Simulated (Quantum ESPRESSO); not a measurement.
MgS (Niningerite) in Quantum ESPRESSO: the effect of functional

The system is MgS (Niningerite).

```
S Mg
1.0
     0.00000    2.60165    2.60165
     2.60165    0.00000    2.60165
     2.60165    2.60165    0.00000
S Mg
1 1
Direct
  0.50000 0.50000 0.50000
  0.00000 0.00000 0.00000
```

Alike in all runs:

* Program: Quantum ESPRESSO 7.5
* Task: band structure
* Potentials or basis: SG15 PBE 1.2
* Cutoff: 952 eV
* Density cutoff: 3810 eV
* k mesh: 9 × 9 × 9
* Occupations: fermi-dirac, width 0.05 eV
* Spin: no spin polarisation

**Question.** One run gave: gap on the mesh 2.84 eV; pressure -0.6 GPa. Which functional did it use?
A. PBEsol
B. AM05
C. RPBE
D. PBE
E. vdW-DF-cx

**Answer.** A.

| functional | gap on the mesh (eV) | pressure (GPa) |
| --- | --- | --- |
| LDA | 2.59 | -3.0 |
| PBEsol | 2.84 | -0.6 |
| PBE | 2.93 | 0.9 |
| RPBE | 3.10 | 2.9 |
| AM05 | 2.87 | 0.0 |
| vdW-DF-cx | 3.06 | 0.3 |
| HLE16 | 4.00 | -6.9 |

Caveats: the mesh misses the band edges, which the band path finds closer together; the potentials were made for another functional, which shifts forces and pressure (some runs); the potentials were made for a functional far from this one (some runs).
